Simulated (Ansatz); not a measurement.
## GaAs: computed DOS

```
Ga As
1.0
     0.00000    2.82685    2.82685
     2.82685    0.00000    2.82685
     2.82685    2.82685    0.00000
Ga As
1 1
Cartesian
  0.0000 0.0000 0.0000
  4.2403 4.2403 4.2403
```

The cell is COD entry 9008845, as deposited and not checked against the literature; nothing was relaxed.

All numbers below come from DFT, LDA, all-electron LAPW, scalar-relativistic (Ansatz 0.2.0).

Sampling and basis: a Γ-centred 11×11×11 k mesh, Fermi–Dirac smearing of 0.05 eV, basis error target 0.5 meV/atom, no spin polarisation.

States per eV and cell, averaged over 0.4 eV, from -12.6 to 3.2 eV, with energies (bin centres) from the valence-band top; empty bins are left out. The partial columns, the largest 4 alone, are projections on Löwdin-orthogonalised atomic shells (those that the program's projection atoms carry: the occupied ones and, for some elements, an empty d or f shell; other empty shells have no column), summed over atoms of an element. Weights on diffuse s and p shells depend on that basis and aren't pure angular character.

```csv
E (eV),total,As 4p,Ga 4p,As 4s,Ga 4s
-12.5,0.20,0.00,0.03,0.11,0.06
-12.1,0.37,0.01,0.07,0.19,0.09
-11.7,0.55,0.02,0.11,0.29,0.11
-11.3,0.82,0.03,0.17,0.46,0.13
-10.9,1.37,0.04,0.29,0.83,0.16
-10.5,1.53,0.02,0.36,1.00,0.08
-10.1,0.15,0.00,0.04,0.11,0.00
-6.9,0.13,0.06,0.00,0.00,0.07
-6.5,2.02,0.89,0.14,0.07,0.90
-6.1,0.89,0.39,0.08,0.07,0.34
-5.7,0.54,0.23,0.05,0.06,0.19
-5.3,0.37,0.16,0.03,0.05,0.12
-4.9,0.28,0.12,0.02,0.04,0.09
-4.5,0.20,0.09,0.02,0.03,0.06
-4.1,0.17,0.08,0.01,0.03,0.05
-3.7,1.11,0.63,0.38,0.03,0.05
-3.3,1.08,0.62,0.36,0.03,0.06
-2.9,1.28,0.75,0.43,0.03,0.06
-2.5,1.58,0.97,0.53,0.02,0.05
-2.1,1.48,0.94,0.47,0.02,0.04
-1.7,1.40,0.93,0.42,0.02,0.03
-1.3,1.30,0.90,0.36,0.01,0.02
-0.9,0.72,0.53,0.18,0.00,0.01
-0.5,0.36,0.28,0.07,0.00,0.00
-0.1,0.09,0.07,0.01,0.00,0.00
1.1,0.05,0.01,0.01,0.01,0.02
1.5,0.38,0.07,0.12,0.07,0.10
1.9,1.00,0.24,0.31,0.14,0.24
2.3,1.79,0.49,0.54,0.20,0.42
2.7,1.37,0.40,0.40,0.14,0.31
3.1,0.84,0.24,0.26,0.09,0.15
```

(1) Which of the resolved shells contributes most in the top eV of the valence band?

Results:

(1) As 4p, with 76 % of all states there; Ga 4p follows with 21 %.
